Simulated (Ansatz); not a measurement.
# CrCuO2 (R-3m) in Ansatz: a series of runs

One crystal, CrCuO2, is run at these levels: PBE; tasks: single point.

Everything below comes from runs of Ansatz 0.2.0. Logs are shortened: lines on timing, memory, paths and dates and some standing lists are left out, and cuts for length are marked.

## Step 1: The crystal as given

It takes space group R-3m (No. 166, trigonal). Conventional cell: a = 2.973 Å, b = 2.973 Å, c = 17.100 Å, α = 90.00°, β = 90.00°, γ = 120.00°. Cu (site symmetry -3m) has 2 O at 1.85 Å as nearest neighbours. Cr (site symmetry -3m) is surrounded by 6 O at 1.99 Å. O (site symmetry 3m) is surrounded by 1 Cu at 1.85 Å and 3 Cr at 1.99 Å.

## Step 2: Single point, PBE, collinear spin, ferromagnetic start, 10.26 Å³/atom (volume scaled by 0.94)

input.yaml

```yaml
crystal:
  lattice:
    - [1.4563506678, 0.8408244501, 5.5836408197]
    - [-1.4563506678, 0.8408244501, 5.5836408197]
    - [0.0, -1.6816489002, 5.5836408197]
  atoms:
    - { symbol: Cu, position: [0.0, 0.0, 0.0], spin: 0.6 }
    - { symbol: Cr, position: [0.5, 0.5, 0.5], spin: 3.0 }
    - { symbol: O, position: [0.89208, 0.89208, 0.89208] }
    - { symbol: O, position: [0.10792, 0.10792, 0.10792] }
kpoints:
  mp_grid: { grid: [10, 10, 10] }
scf:
  occupations: { method: fermi_dirac, width: 0.05 }
hamiltonian:
  xc: pbe
  pseudopotentials: { kind: all_electron, lapw: { basis_error: 0.001 } }
magnetization:
  spin_polarized: true
output:
  forces: true
  stress: true
  eigenvalues: true
```

Potentials or basis: all-electron LAPW, scalar-relativistic.

Run with:

```console
$ ansatz run input.yaml --threads 4 --pin off --max-ram 12288MiB --backend cpu --events-out ev --progress --plain --runs-dir out
```

What it wrote:

```text
Warning: RAYON_NUM_THREADS=4 ignored (pool sized by the plan → 4); use --threads N
LAPW: plane waves up to 11.643 Å⁻¹, error target 1.0e-3 eV per atom; small_component_spin mean_spin; O in spheres of 0.806 Å, 8 of its electrons in bands, Dirac shells []; Cr in spheres of 1.001 Å, 22 of its electrons in bands, Dirac shells []; Cu in spheres of 1.001 Å, 19 of its electrons in bands, Dirac shells [] (how accurate: hamiltonian.pseudopotentials.lapw.basis_error, Limitations)
Engine: ansatz 0.2.0, x86_64-unknown-linux-gnu
Pseudopotentials: kind: all_electron
Pseudopotential: Cu, LAPW, valence charge 19, lapw/all_electron/scalar/gaussian/Cu, Koelling and Harmon's equation, gaussian nucleus
Pseudopotential: Cr, LAPW, valence charge 22, lapw/all_electron/scalar/gaussian/Cr, Koelling and Harmon's equation, gaussian nucleus
Pseudopotential: O, LAPW, valence charge 8, lapw/all_electron/scalar/gaussian/O, Koelling and Harmon's equation, gaussian nucleus
Functional definition: PBE
  parameter kappa = 0.804
  parameter beta = 0.06672455060314922
  exchange = pbe_x(kappa = kappa, mu = beta*pi^2/3)
  correlation = pbe_c(beta = beta)
Crystal: 4 atoms, lattice volume = 41.024 Å³
Basis set: ecut = 516.4931005328864 eV, 1119 PW (Γ), FFT grids on a1−a3, a2−a3, a3, exchange–correlation at level 2
Bands: 37, of which v1, the nominal top of the filled ones, is band 29 counted from 1 (28 counted from 0)
Symmetry: 12 space group operations
Space group: R-3m (ITA 166), of the structure as read, at distance tolerance 3.4e-5 Å
Magnetic group: BNS 166.97 (UNI 1327), of the structure as read, at distance tolerance 3.4e-5 Å
k-points: 116 of 1000
Non-local potential: Cu, projectors of the file, none
Non-local potential: Cr, projectors of the file, none
Non-local potential: O, projectors of the file, none
Initial density: superposition of atomic densities (chi_scale 0.1, normalization cell, long waves kept (reshape's long-wave potential 0.26 eV rms))
Starting moments: Σ|m| = 3.6 μB on 2 of 4 sites
Initial wavefunctions: plane waves of lowest kinetic energy (no species holds an atomic orbital)
Functional: x = pbe(κ = 0.804, μ = 0.2195149727645171), c = pbe(β = 0.06672455060314922)
iter 1 solved again at ethr=3.00e-2 eV; its pass at ethr=1.00e-1 eV (dr2=1.71e1 eV) is discarded
SCF iter   1: F=—  HF=-77731.747862 eV  |F-HF|=—  |Δ(HF+E_count)|=         —  Δρ=9.35e-2 (↑9.35e-2 ↓8.72e-2)  dr2=1.71e1  dr2_m=1.13e-1  M=2.557 μB ∫|m|=2.835 μB  β_m=0.30  ethr=3.00e-2  ⟨swp⟩=2.0  Hψ=52755  notcnv=0
Mixer restart at iter 1: flushing history
preconditioner: auto → Kerker (q_TF=auto, 2.882 Å⁻¹)  [metal: Δε(μ)=0.005 eV  Ē_g=12.895 eV  σ=0.050 eV  W_gap=0.03  n_scr=16 (ndim 8)  ℏωp=31.2 eV  f_vac=0.001  D(μ)=3.04/eV (n_scr^D=36)]
spin=Collinear: Kerker preconditioning applied to the charge; magnetization (m = ρ↑ − ρ↓) channel mixes plain (no charge-response kernel on spin).
SCF iter   2: F=—  HF=-77728.989223 eV  |F-HF|=—  |Δ(HF+E_count)|=    2.76e0  Δρ=4.68e-2 (↑3.42e-2 ↓4.68e-2)  dr2=2.68e0  dr2_m=7.81e-2  M=3.000 μB ∫|m|=3.093 μB  β_m=0.27  ethr=3.00e-2  ⟨swp⟩=2.1  Hψ=25072  notcnv=0
preconditioner: auto → none  [insulator: Δε(μ)=0.783 eV  Ē_g=13.347 eV  σ=0.050 eV  W_gap=1.00  n_scr=16 (ndim 8)  ℏωp=31.2 eV  f_vac=0.002  D(μ)=0.00/eV (n_scr^D=0)  ε∞_Penn≈6.5]
SCF iter   3: F=—  HF=-77727.265305 eV  |F-HF|=—  |Δ(HF+E_count)|=    1.72e0  Δρ=2.38e-2 (↑1.33e-2 ↓2.38e-2)  dr2=3.26e-1  dr2_m=6.28e-2  M=3.000 μB ∫|m|=3.113 μB  β_m=0.32  ethr=4.71e-3  ⟨swp⟩=2.2  Hψ=26478  notcnv=0  defer=1
SCF iter   4: F=—  HF=-77727.331606 eV  |F-HF|=—  |Δ(HF+E_count)|=         —  Δρ=1.45e-2 (↑7.99e-3 ↓1.45e-2)  dr2=9.00e-2  dr2_m=2.70e-2  M=3.000 μB ∫|m|=3.088 μB  β_m=0.53  ethr=5.71e-4  ⟨swp⟩=2.2  Hψ=26485  notcnv=0
the basis was enlarged: its passes take 1.7 MiB over the memory plan, 4 of 4 planned eigensolver slots
SCF iter   5: F=—  HF=-77727.417978 eV  |F-HF|=—  |Δ(HF+E_count)|=   8.64e-2  Δρ=2.75e-3 (↑2.75e-3 ↓1.58e-3)  dr2=1.29e-2  dr2_m=8.41e-4  M=3.000 μB ∫|m|=3.040 μB  β_m=0.48  ethr=1.58e-4  ⟨swp⟩=2.6  Hψ=26859  notcnv=0
SCF iter   6: F=—  HF=-77727.416211 eV  |F-HF|=—  |Δ(HF+E_count)|=   1.77e-3  Δρ=1.26e-3 (↑1.26e-3 ↓8.70e-4)  dr2=2.10e-3  dr2_m=2.91e-4  M=3.000 μB ∫|m|=3.034 μB  β_m=0.63  ethr=2.26e-5  ⟨swp⟩=2.3  Hψ=26144  notcnv=0
SCF iter   7: F=—  HF=-77727.416581 eV  |F-HF|=—  |Δ(HF+E_count)|=   3.70e-4  Δρ=5.65e-4 (↑3.80e-4 ↓5.65e-4)  dr2=2.39e-4  dr2_m=4.53e-5  M=3.000 μB ∫|m|=3.030 μB  β_m=0.69  ethr=3.69e-6  ⟨swp⟩=2.4  Hψ=24654  notcnv=0
SCF iter   8: F=—  HF=-77727.416587 eV  |F-HF|=—  |Δ(HF+E_count)|=   6.06e-6  Δρ=2.05e-4 (↑1.08e-4 ↓2.05e-4)  dr2=3.50e-5  dr2_m=7.06e-6  M=3.000 μB ∫|m|=3.028 μB  β_m=0.81  ethr=4.20e-7  ⟨swp⟩=2.6  Hψ=24743  notcnv=0
SCF iter   9: F=—  HF=-77727.416592 eV  |F-HF|=—  |Δ(HF+E_count)|=   5.58e-6  Δρ=8.61e-5 (↑8.61e-5 ↓4.93e-5)  dr2=1.68e-5  dr2_m=2.23e-7  M=3.000 μB ∫|m|=3.027 μB  β_m=0.78  ethr=6.14e-8  ⟨swp⟩=3.0  Hψ=25771  notcnv=0
iter 10 solved again at ethr=9.24e-10 eV; its pass at ethr=2.94e-8 eV (dr2=5.27e-7 eV) is discarded
SCF iter  10: F=—  HF=-77727.416587 eV  |F-HF|=—  |Δ(HF+E_count)|=   5.13e-6  Δρ=1.90e-5 (↑1.90e-5 ↓6.35e-6)  dr2=5.23e-7  dr2_m=2.78e-8  M=3.000 μB ∫|m|=3.027 μB  β_m=0.75  ethr=9.24e-10  ⟨swp⟩=2.0  Hψ=41530  notcnv=0
SCF iter  11: F=—  HF=-77727.416587 eV  |F-HF|=—  |Δ(HF+E_count)|=   1.26e-7  Δρ=7.03e-6 (↑5.22e-6 ↓7.03e-6)  dr2=5.50e-8  dr2_m=7.99e-10  M=3.000 μB ∫|m|=3.027 μB  β_m=0.63  ethr=9.18e-10  ⟨swp⟩=2.5  Hψ=24801  notcnv=0
SCF iter  12: F=-77727.416587 eV  HF=-77727.416587 eV  |F-HF|=6.90e-8  |Δ(HF+E_count)|=   2.88e-8  Δρ=5.50e-6 (↑5.50e-6 ↓3.82e-6)  dr2=3.71e-8  dr2_m=4.03e-10  M=3.000 μB ∫|m|=3.027 μB  ethr=9.65e-11  ⟨swp⟩=3.0  Hψ=25766  notcnv=0
SCF 1 converged in 12 iterations: F = -77727.416587 eV  dr2 = 3.71e-8
SCF converged after 12 iterations
Magnetization: 3.0000 μB (30.0000 up, 27.0000 down)
Absolute magnetization: 3.0271 μB (∫|ρ↑−ρ↓|)
Spin contamination: 0.0159 ħ² per cell (⟨S²⟩ above its minimum at these occupations)
Per-site moments (μB) at R_I (Å): [(0.028203041687934416, 1.0013974766480447), (2.5317171851093043, 1.0013974766480447), (0.02064066714475299, 0.8063620482003109), (0.02064066714475299, 0.8063620482003109)]
Free energy (F): -77727.416587 eV
Harris-Foulkes:  -77727.416587 eV  (|F-HF|=6.90e-8)
Internal energy: -77727.416584 eV  (E = F + TS)
E sigma→0 (E₀):  -77727.416586 eV
Entropy (-TS):   -0.000003 eV (-0.001 meV/atom)
Fermi energy:    13.737363 eV
--- Per-component energies (eV) ---
  E_band       = -7169.527970
  E_kinetic    = 78841.108822
  E_xc         = -3637.936059
  E_electrostatic = -152930.589347  (all electrons and nuclei)
  E_smearing   = -0.000003  (= −TS)
  E_closure    = 0.000000  (closes the sum)
  E_atoms      = -77698.582693  (free atoms, spherical and without spin; not in F)
  Σ components = -77727.416587   (vs F -77727.416587, Δ=0.00e0)
  Basis errors (estimates in eV, not in F): energy 4.7e-4 per atom: plane waves 4.2e-4 (2.4e-4 summed), levels above the bands 1.8e-104, relativity 5.8e-8, radial functions 5.1e-5, core shells 5.8e-8; eigenvalues (radial functions only) 2.0e-5; not estimated: angular momenta, meshes, grids; target (lapw.basis_error) 1.0e-3; muffin-tin radii O 0.806 Å, Cr 1.001 Å, Cu 1.001 Å
--- Forces (eV/Å), atoms counted from 1 ---
  atom   1  Cu    -0.00000000     0.00000000    -0.00000000
  atom   2  Cr    -0.00000000     0.00000000     0.00000000
  atom   3  O      0.00000000     0.00000000     0.17160526
  atom   4  O     -0.00000000    -0.00000000    -0.17160526
  max |Σ_I F_I| component: 3.79e-29 eV/Å
--- Stress (GPa, compression-positive) ---
       16.007002      -0.000000       0.000000
       -0.000000      16.007002       0.000000
        0.000000       0.000000      20.769806
  P = ⅓ Tr σ = 17.5946 GPa (175.946 kbar)
--- Band table (eV; the first three rows and the last of 232) ---
  k-point 0 ↑: bands = ["-652.2221", "-545.5307", "-545.5307", "-545.5307", "-493.5755", "-493.5755", "-99.0962", "-59.7753", "-56.6640", "-56.3912", "-56.3912", "-31.1387", "-31.0516", "-31.0516", "-7.7082", "-6.0252", "4.2811", "6.8652", "6.8652", "8.7616", "8.8066", "10.0599", "10.0599", "10.7770", "10.7770", "11.0699", "11.0699", "11.9854", "11.9854", "12.3754", "15.5476", "16.3798", "16.3798", "19.8851", "22.1870", "25.8852", "30.7546"]
  k-point 1 ↑: bands = ["-652.2221", "-545.5307", "-545.5307", "-545.5307", "-493.5755", "-493.5755", "-99.0961", "-59.7727", "-56.6638", "-56.3927", "-56.3916", "-31.1343", "-31.0752", "-31.0567", "-7.5962", "-6.0407", "4.4350", "6.5940", "6.9423", "8.6923", "9.0210", "9.7432", "9.7663", "10.7583", "10.8517", "11.0558", "11.0849", "12.1198", "12.2285", "12.4188", "15.6580", "16.1114", "16.3167", "20.3640", "22.4284", "26.1808", "28.6178"]
  k-point 2 ↑: bands = ["-652.2221", "-545.5307", "-545.5307", "-545.5307", "-493.5755", "-493.5755", "-99.0958", "-59.7657", "-56.6634", "-56.3967", "-56.3926", "-31.1371", "-31.1223", "-31.0700", "-7.2927", "-6.0837", "4.8533", "6.1700", "7.1415", "7.9293", "9.2132", "9.2310", "9.7627", "10.7284", "11.0175", "11.0785", "11.1439", "12.2420", "12.5869", "12.6243", "15.5519", "16.0083", "16.1856", "21.3665", "22.9777", "25.4142", "27.1680"]
  k-point 115 ↓: bands = ["-651.1101", "-544.6898", "-544.6898", "-544.6606", "-493.5590", "-493.5590", "-99.0789", "-56.8597", "-56.6377", "-56.3776", "-56.3776", "-28.2313", "-28.2083", "-28.2083", "-7.4134", "-6.1857", "5.9404", "6.9383", "7.5132", "7.5132", "8.9867", "9.3855", "9.3855", "10.8148", "10.8148", "11.9401", "11.9401", "14.9748", "14.9748", "15.9162", "16.5821", "17.4259", "17.4259", "19.1426", "22.6327", "27.2743", "30.8931"]
```

It took 2.2 min on 4 threads of Intel Xeon at 2.50GHz (Skylake/Cascade Lake), shared host; peak memory 1.5 GiB.

Results:

* Free energy: -77727.4166 eV
* Pressure: 17.6 GPa
* Largest force: 0.172 eV/Å
* Band gap on the k mesh: 0.90 eV, indirect (least direct gap 1.24 eV)
* Net moment: 3.00 μB per cell
* Absolute moment: 3.03 μB per cell
* Site moments: Cu +0.03; Cr +2.53; O +0.02 μB

Caveat: only a ferromagnetic start was run, and an antiferromagnetic order may lie lower in energy.

## Step 3: Single point, PBE, collinear spin, ferromagnetic start, 10.47 Å³/atom (volume scaled by 0.96)

input.yaml, as its differences from that of step 2:

```diff
@@ -2,5 +2,5 @@
   lattice:
-    - [1.4563506678, 0.8408244501, 5.5836408197]
-    - [-1.4563506678, 0.8408244501, 5.5836408197]
-    - [0.0, -1.6816489002, 5.5836408197]
+    - [1.4666069964, 0.8467459441, 5.6229635295]
+    - [-1.4666069964, 0.8467459441, 5.6229635295]
+    - [0.0, -1.6934918883, 5.6229635295]
   atoms:
```

Potentials or basis: all-electron LAPW, scalar-relativistic.

Run with:

```console
$ ansatz run input.yaml --threads 4 --pin off --max-ram 12288MiB --backend cpu --events-out ev --progress --plain --runs-dir out
```

Run time: 2.1 min. Hardware: 4 threads of Intel Xeon at 2.50GHz (Skylake/Cascade Lake), shared host; peak memory 1.5 GiB.

The run converged. Its results:

| Item | Value |
| --- | --- |
| Free energy | -77727.4986 eV |
| Pressure | 12.6 GPa |
| Largest force | 0.100 eV/Å |
| Band gap on the k mesh | 0.97 eV, indirect (least direct gap 1.32 eV) |
| Net moment | 3.00 μB per cell |
| Absolute moment | 3.03 μB per cell |
| Site moments | Cu +0.03; Cr +2.55; O +0.02 μB |

Caveat: only a ferromagnetic start was run, and an antiferromagnetic order may lie lower in energy.

## Step 4: Single point, PBE, collinear spin, ferromagnetic start, 10.69 Å³/atom (volume scaled by 0.98)

input.yaml, as its differences from that of step 3:

```diff
@@ -2,5 +2,5 @@
   lattice:
-    - [1.4666069964, 0.8467459441, 5.6229635295]
-    - [-1.4666069964, 0.8467459441, 5.6229635295]
-    - [0.0, -1.6934918883, 5.6229635295]
+    - [1.476721847, 0.8525857559, 5.6617438138]
+    - [-1.476721847, 0.8525857559, 5.6617438138]
+    - [0.0, -1.7051715118, 5.6617438138]
   atoms:
```

Run with:

```console
$ ansatz run input.yaml --threads 4 --pin off --max-ram 12288MiB --backend cpu --events-out ev --progress --plain --runs-dir out
```

It took 98 s on 4 threads of Intel Xeon at 2.50GHz (Skylake/Cascade Lake), shared host; peak memory 1.5 GiB.

It converged, with:

| Quantity | Value |
| --- | --- |
| Free energy | -77727.5547 eV |
| Pressure | 8.1 GPa |
| Largest force | 0.034 eV/Å |
| Band gap on the k mesh | 1.05 eV, indirect (least direct gap 1.33 eV) |
| Net moment | 3.00 μB per cell |
| Absolute moment | 3.04 μB per cell |
| Site moments | Cu +0.02; Cr +2.57; O +0.01 μB |

Caveat: only a ferromagnetic start was run, and an antiferromagnetic order may lie lower in energy.

## Step 5: Single point, PBE, collinear spin, ferromagnetic start, 10.91 Å³/atom

input.yaml, as its differences from that of step 4:

```diff
@@ -2,5 +2,5 @@
   lattice:
-    - [1.476721847, 0.8525857559, 5.6617438138]
-    - [-1.476721847, 0.8525857559, 5.6617438138]
-    - [0.0, -1.7051715118, 5.6617438138]
+    - [1.4867, 0.8583466452, 5.7]
+    - [-1.4867, 0.8583466452, 5.7]
+    - [0.0, -1.7166932904, 5.7]
   atoms:
```

Run with:

```console
$ ansatz run input.yaml --threads 4 --pin off --max-ram 12288MiB --backend cpu --events-out ev --progress --plain --runs-dir out
```

Wall time 97 s (4 threads of Intel Xeon at 2.50GHz (Skylake/Cascade Lake), shared host); peak memory 1.5 GiB.

It converged, with:

- Free energy: -77727.5877 eV
- Pressure: 4.1 GPa
- Largest force: 0.028 eV/Å
- Band gap on the k mesh: 1.12 eV, indirect (least direct gap 1.30 eV)
- Net moment: 3.00 μB per cell
- Absolute moment: 3.05 μB per cell
- Site moments: Cu +0.02; Cr +2.58; O +0.01 μB

Caveat: only a ferromagnetic start was run, and an antiferromagnetic order may lie lower in energy.

## Step 6: Single point, PBE, collinear spin, ferromagnetic start, 11.13 Å³/atom (volume scaled by 1.02)

input.yaml, as its differences from that of step 5:

```diff
@@ -2,5 +2,5 @@
   lattice:
-    - [1.4867, 0.8583466452, 5.7]
-    - [-1.4867, 0.8583466452, 5.7]
-    - [0.0, -1.7166932904, 5.7]
+    - [1.4965459823, 0.8640312257, 5.7377494445]
+    - [-1.4965459823, 0.8640312257, 5.7377494445]
+    - [0.0, -1.7280624515, 5.7377494445]
   atoms:
```

Potentials or basis: all-electron LAPW, scalar-relativistic.

Run with:

```console
$ ansatz run input.yaml --threads 4 --pin off --max-ram 12288MiB --backend cpu --events-out ev --progress --plain --runs-dir out
```

It took 93 s on 4 threads of Intel Xeon at 2.50GHz (Skylake/Cascade Lake), shared host; peak memory 1.5 GiB.

Results (log left out):

* Free energy: -77727.5999 eV
* Pressure: 0.5 GPa
* Largest force: 0.086 eV/Å
* Band gap on the k mesh: 1.11 eV, indirect (least direct gap 1.28 eV)
* Net moment: 3.00 μB per cell
* Absolute moment: 3.06 μB per cell
* Site moments: Cu +0.02; Cr +2.60; O +0.00 μB

Caveat: only a ferromagnetic start was run, and an antiferromagnetic order may lie lower in energy.

## Step 7: Single point, PBE, collinear spin, ferromagnetic start, 11.35 Å³/atom (volume scaled by 1.04)

input.yaml, as its differences from that of step 6:

```diff
@@ -2,5 +2,5 @@
   lattice:
-    - [1.4965459823, 0.8640312257, 5.7377494445]
-    - [-1.4965459823, 0.8640312257, 5.7377494445]
-    - [0.0, -1.7280624515, 5.7377494445]
+    - [1.5062640857, 0.8696419753, 5.7750086018]
+    - [-1.5062640857, 0.8696419753, 5.7750086018]
+    - [0.0, -1.7392839506, 5.7750086018]
   atoms:
```

Run with:

```console
$ ansatz run input.yaml --threads 4 --pin off --max-ram 12288MiB --backend cpu --events-out ev --progress --plain --runs-dir out
```

Run time: 92 s. Hardware: 4 threads of Intel Xeon at 2.50GHz (Skylake/Cascade Lake), shared host; peak memory 1.4 GiB.

The run converged. Its results:

| Quantity | Value |
| --- | --- |
| Free energy | -77727.5934 eV |
| Pressure | -2.8 GPa |
| Largest force | 0.139 eV/Å |
| Band gap on the k mesh | 1.08 eV, indirect (least direct gap 1.26 eV) |
| Net moment | 3.00 μB per cell |
| Absolute moment | 3.07 μB per cell |
| Site moments | Cu +0.02; Cr +2.62; O +0.00 μB |

Caveat: only a ferromagnetic start was run, and an antiferromagnetic order may lie lower in energy.

## Step 8: Single point, PBE, collinear spin, ferromagnetic start, 11.57 Å³/atom (volume scaled by 1.06)

input.yaml, as its differences from that of step 7:

```diff
@@ -2,5 +2,5 @@
   lattice:
-    - [1.5062640857, 0.8696419753, 5.7750086018]
-    - [-1.5062640857, 0.8696419753, 5.7750086018]
-    - [0.0, -1.7392839506, 5.7750086018]
+    - [1.5158583831, 0.8751812455, 5.8117930878]
+    - [-1.5158583831, 0.8751812455, 5.8117930878]
+    - [0.0, -1.7503624911, 5.8117930878]
   atoms:
```

Run with:

```console
$ ansatz run input.yaml --threads 4 --pin off --max-ram 12288MiB --backend cpu --events-out ev --progress --plain --runs-dir out
```

Run time: 97 s. Hardware: 4 threads of Intel Xeon at 2.50GHz (Skylake/Cascade Lake), shared host; peak memory 1.4 GiB.

Results (log left out):

| Item | Value |
| --- | --- |
| Free energy | -77727.5702 eV |
| Pressure | -5.7 GPa |
| Largest force | 0.189 eV/Å |
| Band gap on the k mesh | 1.05 eV, indirect (least direct gap 1.24 eV) |
| Net moment | 3.00 μB per cell |
| Absolute moment | 3.08 μB per cell |
| Site moments | Cu +0.01; Cr +2.64; O -0.00 μB |

Caveat: only a ferromagnetic start was run, and an antiferromagnetic order may lie lower in energy.

## Step 9: For comparison

An earlier run on the cell as given: functional PBE; potentials or basis all-electron LAPW, scalar-relativistic; cutoff 495 eV (chosen from the basis error); basis error allowed 0.001 eV/atom; k mesh 10 × 10 × 10; occupations fermi-dirac, width 0.05 eV; collinear spin, ferromagnetic start; starting moments [0.6, 3.0, 0.0, 0.0] μB.

- Pressure: 4.1 GPa
- Largest force: 0.028 eV/Å
- Band gap on the k mesh: 1.12 eV, indirect (least direct gap 1.30 eV)
- Net moment: 3.00 μB per cell
- Absolute moment: 3.05 μB per cell
- Site moments: Cu +0.02; Cr +2.58; O +0.01 μB
- Loewdin charges: Cu +0.59; Cr +1.17; O -0.79 e
